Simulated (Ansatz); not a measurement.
Here is an Ansatz 0.2.0 calculation.

Contents of input.yaml:

```yaml
crystal:
  lattice:
    - [0.0, 3.2145, 3.2145]
    - [3.2145, 0.0, 3.2145]
    - [3.2145, 3.2145, 0.0]
  atoms:
    - { symbol: Hg, position: [0.0, 0.0, 0.0] }
    - { symbol: Te, position: [0.75, 0.75, 0.75] }
hamiltonian:
  xc: pbe
  pseudopotentials: { kind: paw_fr }
magnetization:
  noncollinear: true
  spin_orbit: true
kpoints:
  mp_grid: { grid: [7, 7, 7] }
  band_path:
    path:
      - [[0.0, 0.0, 0.0], [0.5, 0.0, 0.5], [0.5, 0.25, 0.75], [0.375, 0.375, 0.75], [0.0, 0.0, 0.0], [0.5, 0.5, 0.5], [0.625, 0.25, 0.625], [0.5, 0.25, 0.75], [0.5, 0.5, 0.5], [0.375, 0.375, 0.75]]
      - [[0.625, 0.25, 0.625], [0.5, 0.0, 0.5]]
    npoints: 14
scf:
  occupations: { method: fermi_dirac, width: 0.05 }
  n_extra_bands: 6
output:
  forces: true
  stress: true
  eigenvalues: true
  fatbands: false
```

Potentials or basis: Ansatz PAW.

Command:

```console
$ ansatz run input.yaml --threads 2 --pin off --max-ram 5120MiB --backend cpu --events-out ev --progress --plain --runs-dir out
```

(1) Predict the band gap on the k mesh.

(2) Estimate the pressure.

Results:

(1) none (metal or under the smearing width).

(2) 4.1 GPa.
